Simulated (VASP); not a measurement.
Input of a VASP 6.6.1 run:

The input POSCAR:

```
MoSe2                                   
1.0
    3.2786626285      0.0000000000      0.0000000000
   -1.6393313142      2.8394051267      0.0000000000
    0.0000000000      0.0000000000     12.7250115930
  Mo              Se            
     2     4
Direct
     0.3333333332999970    0.6666666667000030    0.2500000000000000
     0.6666666667000030    0.3333333332999970    0.7500000000000000
     0.3333333332999970    0.6666666667000030    0.6183309793776672
     0.6666666667000030    0.3333333332999970    0.1183309793776672
     0.3333333332999970    0.6666666667000030    0.8816690206223328
     0.6666666667000030    0.3333333332999970    0.3816690206223328
```

File INCAR.step1:

```
SYSTEM = MoSe2
ALGO     = Normal         ! electronic algorithm
EDIFF    = 1E-5           ! SCF threshold, eV
ENCUT    = 520            ! plane-wave cutoff, eV
GGA      = PE             ! functional
ISIF     = 2              ! what is computed and relaxed
ISMEAR   = 0              ! smearing method
KPAR     = 4            
LASPH    = .TRUE.         ! aspherical terms in the spheres
LCHARG   = .FALSE.        ! write CHGCAR
LMAXMIX  = 4              ! l up to which the mixer works
LREAL    = .FALSE.        ! projectors in reciprocal space
LWAVE    = .TRUE.         ! write WAVECAR
NELM     = 80             ! most SCF steps
PREC     = Accurate       ! precision mode
SIGMA    = 0.03           ! smearing width, eV
```

Contents of INCAR.step2:

```
SYSTEM = MoSe2
ALGO     = Normal         ! electronic algorithm
EDIFF    = 1E-6           ! SCF threshold, eV
ENCUT    = 520            ! plane-wave cutoff, eV
ISIF     = 2              ! what is computed and relaxed
ISMEAR   = 0              ! smearing method
ISTART   = 1            
KPAR     = 4            
LASPH    = .TRUE.         ! aspherical terms in the spheres
LCHARG   = .FALSE.        ! write CHGCAR
LMAXMIX  = 4              ! l up to which the mixer works
LREAL    = .FALSE.        ! projectors in reciprocal space
LWAVE    = .FALSE.        ! write WAVECAR
METAGGA  = MBJ            ! meta-GGA
NELM     = 80             ! most SCF steps
PREC     = Accurate       ! precision mode
SIGMA    = 0.03           ! smearing width, eV
```

The input KPOINTS:

```
k-points
0
G
  9 9 2
  0 0 0
```

The input KPOINTS_OPT:

```
explicit points
258
Reciprocal
 0.0000000000  0.0000000000  0.0000000000 1
 0.0263157895  0.0000000000  0.0000000000 1
 0.0526315789  0.0000000000  0.0000000000 1
 0.0789473684  0.0000000000  0.0000000000 1
 0.1052631579  0.0000000000  0.0000000000 1
 0.1315789474  0.0000000000  0.0000000000 1
[... 250 lines left out ...]
 0.5000000000  0.0000000000  0.0718584600 1
 0.5000000000  0.0000000000 -0.0718584600 1
```

Potentials or basis: VASP PAW PBE potentials, release 64 (Mo_sv, Se).

Launch:

```sh
$ cat potpaw_PBE.64/Mo_sv/POTCAR potpaw_PBE.64/Se/POTCAR > POTCAR
$ cp INCAR.step1 INCAR
$ mpirun -np 4 vasp_std > vasp.out
$ cp INCAR.step2 INCAR
$ mpirun -np 4 vasp_std > vasp.out
```

Q: Predict the band gap along the path.

A: 0.91 eV, indirect (least direct gap 1.46 eV).

Q: Estimate the band gap on the k mesh.

A: 1.01 eV, indirect (least direct gap 1.46 eV).

Levels at the corners of the path, in eV from the valence-band top:
```csv
point,band 22,band 23,band 24,band 25,band 26,band 27,band 28,band 29,band 30,band 31
Γ,-1.53,-1.53,-1.10,-0.77,0.00,2.51,2.53,2.60,2.60,2.62
M,-2.30,-1.24,-1.11,-1.02,-0.94,1.59,1.65,1.89,2.23,2.83
M,-2.30,-1.24,-1.11,-1.02,-0.94,1.59,1.65,1.89,2.23,2.83
K,-3.70,-2.45,-2.45,-0.42,-0.23,1.23,1.23,1.74,2.68,2.74
K,-3.70,-2.45,-2.45,-0.42,-0.23,1.23,1.23,1.74,2.68,2.69
Γ,-1.53,-1.53,-1.10,-0.77,0.00,2.51,2.51,2.60,2.61,2.62
Γ,-1.53,-1.53,-1.10,-0.77,0.00,2.51,2.52,2.60,2.61,2.62
A,-1.56,-1.56,-1.56,-0.18,-0.18,2.53,2.53,2.53,2.53,2.78
A,-1.56,-1.56,-1.56,-0.18,-0.18,2.53,2.53,2.53,2.53,2.78
L,-2.47,-1.09,-1.09,-1.06,-1.06,1.62,1.62,2.07,2.07,3.31
L,-2.47,-1.09,-1.09,-1.06,-1.06,1.62,1.62,2.07,2.07,3.31
H,-3.13,-2.69,-2.69,-0.34,-0.34,1.23,1.23,2.23,2.24,2.73
H,-3.13,-2.69,-2.69,-0.34,-0.34,1.23,1.23,2.23,2.23,2.73
A,-1.56,-1.56,-1.56,-0.18,-0.18,2.53,2.53,2.53,2.53,2.78
L,-2.47,-1.09,-1.09,-1.06,-1.06,1.62,1.62,2.07,2.07,3.31
M,-2.30,-1.24,-1.11,-1.02,-0.94,1.59,1.65,1.89,2.23,2.83
K,-3.70,-2.45,-2.45,-0.42,-0.23,1.23,1.23,1.74,2.68,2.68
H,-3.13,-2.69,-2.69,-0.34,-0.34,1.23,1.23,2.23,2.23,2.73
```

Caveat: the mesh misses the band edges, which the band path finds closer together.
